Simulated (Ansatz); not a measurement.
A plane-wave DFT run in Ansatz 0.2.0 (scalar-relativistic PAW potentials unless the input names others): input and command.

```yaml
crystal:
  lattice:
    - [2.6197935537, 0.0, 0.0]
    - [-1.3098967769, 2.2688077702, 0.0]
    - [0.0, 0.0, 11.6550112609]
  atoms:
    - { symbol: V, position: [0.0, 0.0, 0.0002370495] }
    - { symbol: V, position: [0.3333333333, 0.6666666667, 0.2] }
    - { symbol: V, position: [0.6666666667, 0.3333333333, 0.3997629505] }
    - { symbol: V, position: [0.0, 0.0, 0.599832375] }
    - { symbol: V, position: [0.6666666667, 0.3333333333, 0.800167625] }
basis:
  ecutwfc: 420
kpoints:
  mp_grid: { grid: [18, 18, 4] }
hamiltonian:
  xc: pbe
  dispersion: d3bjatm
  hubbard: { sites: [{ species: V, l: d, u_eff: 2.0 }], double_counting: fll }
scf:
  occupations: { method: gaussian, width: 0.1 }
output:
  forces: true
  eigenvalues: true
  stress: true
```

```bash
ansatz run input.yaml --threads 2 --pin off --max-ram 4096MiB --backend cpu --events-out ev --progress --plain --runs-dir out
```

Abridged log:
```
Basis set: ecut = 420 eV, 1377 PW (Γ), exchange–correlation on 36×36×160 points (8 copies of the dense FFT grid, shifted against one another)
Bands: 39, of which v1, the nominal top of the filled ones, is band 33 counted from 1 (32 counted from 0)
Symmetry: 12 space group operations
k-points: 138 of 1296
SCF iter   1: F=—  HF=-14552.872256 eV  |F-HF|=—  |Δ(HF+E_count)|=         —  Δρ=9.42e-2  dr2=5.56e0  ethr=3.10e-3  ⟨swp⟩=4.6  Hψ=17677  notcnv=0
SCF iter   2: F=—  HF=-14551.765773 eV  |F-HF|=—  |Δ(HF+E_count)|=    1.11e0  Δρ=2.91e-2  dr2=5.67e-1  ethr=3.10e-3  ⟨swp⟩=2.5  Hψ=11373  notcnv=0  defer=95
SCF iter   3: F=—  HF=-14551.934555 eV  |F-HF|=—  |Δ(HF+E_count)|=   1.69e-1  Δρ=2.45e-2  dr2=1.74e0  ethr=8.72e-4  ⟨swp⟩=3.2  Hψ=9205  notcnv=0  defer=79
SCF iter   4: F=—  HF=-14551.990688 eV  |F-HF|=—  |Δ(HF+E_count)|=   5.61e-2  Δρ=2.15e-2  dr2=1.59e0  ethr=8.72e-4  ⟨swp⟩=3.2  Hψ=8949  notcnv=0  defer=75
SCF iter   5: F=—  HF=-14551.991479 eV  |F-HF|=—  |Δ(HF+E_count)|=   7.90e-4  Δρ=6.55e-3  dr2=1.01e-1  ethr=8.72e-4  ⟨swp⟩=2.4  Hψ=7795  notcnv=0  defer=78
SCF iter   6: F=—  HF=-14552.001639 eV  |F-HF|=—  |Δ(HF+E_count)|=   1.02e-2  Δρ=1.11e-2  dr2=1.85e-1  ethr=1.56e-4  ⟨swp⟩=2.4  Hψ=7385  notcnv=0  defer=77
SCF iter   7: F=—  HF=-14551.994494 eV  |F-HF|=—  |Δ(HF+E_count)|=   7.14e-3  Δρ=1.02e-3  dr2=1.06e-3  ethr=1.56e-4  ⟨swp⟩=2.2  Hψ=6857  notcnv=0  defer=75
SCF iter   8: F=—  HF=-14551.994770 eV  |F-HF|=—  |Δ(HF+E_count)|=   2.76e-4  Δρ=6.39e-4  dr2=6.81e-4  ethr=1.64e-6  ⟨swp⟩=2.0  Hψ=6640  notcnv=0  defer=75
SCF iter   9: F=—  HF=-14551.994754 eV  |F-HF|=—  |Δ(HF+E_count)|=   1.58e-5  Δρ=1.08e-4  dr2=1.53e-5  ethr=1.05e-6  ⟨swp⟩=1.2  Hψ=5330  notcnv=0  defer=75
SCF iter  10: F=—  HF=-14551.994761 eV  |F-HF|=—  |Δ(HF+E_count)|=   6.66e-6  Δρ=2.93e-5  dr2=2.11e-6  ethr=2.36e-8  ⟨swp⟩=1.7  Hψ=5618  notcnv=0  defer=75
SCF iter  11: F=—  HF=-14551.994761 eV  |F-HF|=—  |Δ(HF+E_count)|=   3.34e-8  Δρ=1.85e-5  dr2=9.98e-7  ethr=3.25e-9  ⟨swp⟩=1.0  Hψ=5317  notcnv=0  defer=75
SCF iter  12: F=-14551.994761 eV  HF=-14551.994761 eV  |F-HF|=3.06e-8  |Δ(HF+E_count)|=   1.75e-8  Δρ=2.99e-6  dr2=3.20e-8  ethr=1.54e-10  ⟨swp⟩=6.6  Hψ=18811  notcnv=0
SCF 1 converged in 12 iterations: F = -14551.994761 eV  dr2 = 3.20e-8
SCF converged after 12 iterations
Free energy (F): -14551.994761 eV
Harris-Foulkes:  -14551.994761 eV  (|F-HF|=3.06e-8)
Internal energy: -14551.950532 eV  (E = F + TS)
E sigma→0 (E₀):  -14551.972647 eV
Entropy (-TS):   -0.044229 eV (-8.846 meV/atom)
Fermi energy:    16.390352 eV
  E_disp       = -2.957931  (pairwise vdW)
--- Forces (eV/Å), atoms counted from 1 ---
  atom   1  V      0.00000000     0.00000000     0.01499316
  atom   2  V      0.00000000     0.00000000     0.00000000
  atom   3  V      0.00000000     0.00000000    -0.01499316
  atom   4  V      0.00000000     0.00000000     0.00056730
  atom   5  V      0.00000000     0.00000000    -0.00056730
--- Stress (GPa, compression-positive) ---
       -4.465676       0.000000       0.000000
        0.000000      -4.465676       0.000000
        0.000000       0.000000      -3.352712
  P = ⅓ Tr σ = -4.0947 GPa (-40.947 kbar)
Occupation matrices written to <dir>
```

Apart from outputs, empty bands and the relaxation, which only the reference makes, the input differs from a reference run on usual settings in hamiltonian.dispersion: not typed → "d3bjatm"; hamiltonian.hubbard: not typed → {"sites": [{"species": "V", "l": "d", "u_eff": 2.0}], "double_counting": "fll"}. The reference, at the same geometry, ended its own course with pressure 0.00 GPa, largest force 0.001 eV/Å, no gap on the mesh. This run converged in 12 SCF iterations with an energy at zero smearing 1.8 eV/atom above the reference's (the Hamiltonian itself differs), pressure -4.09 GPa, largest force 0.015 eV/Å, no gap on the mesh.

The run took 18 s on 2 threads of Arm Neoverse V1, with other jobs on the host, peak memory 0.81 GiB.